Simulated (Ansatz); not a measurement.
# Spin–orbit splittings in Cu

```xyz
1
Lattice="0.0000 1.8075 1.8075 1.8075 0.0000 1.8075 1.8075 1.8075 0.0000" Properties=species:S:1:pos:R:3 pbc="T T T"
Cu    0.0000    0.0000    0.0000
```

The cell is COD entry 5000216, as deposited and not checked against the literature; nothing was relaxed.

Levels of theory: DFT, PBE, all-electron LAPW, scalar-relativistic (Ansatz 0.2.0); DFT, PBE, all-electron LAPW, Dirac equation with spin-orbit coupling (Ansatz 0.2.0).

Numerical set-up: a Γ-centred 19×19×19 k mesh, Fermi–Dirac smearing of 0.08 eV, basis error target 0.25 meV/atom, no spin polarisation.

Levels between -4 and 3 eV, each run counted from its own valence-band top where it has a gap, else its Fermi level. Scalar levels are listed once for both spins; with the coupling every spinor state is counted. Levels near the edges of the range can cross them.

Problem. At Γ (0.000, 0.000, 0.000) the scalar-relativistic levels are -3.05 (×3), -2.22 (×2). What are they with spin–orbit coupling?

Solution. -3.13 (×4), -2.95 (×2), -2.20 (×4).

Problem. At L (0.500, 0.500, 0.500) the scalar-relativistic levels are -3.09 (×2), -1.65 (×2), -1.10. What are they with spin–orbit coupling?

Solution. -3.20 (×2), -2.99 (×2), -1.70 (×2), -1.59 (×2), -1.10 (×2).

Problem. At X (0.500, 0.000, 0.500) the scalar-relativistic levels are -1.66, -1.50 (×2), 1.40. What are they with spin–orbit coupling?

Solution. -1.69 (×2), -1.57 (×2), -1.41 (×2), 1.39 (×2).
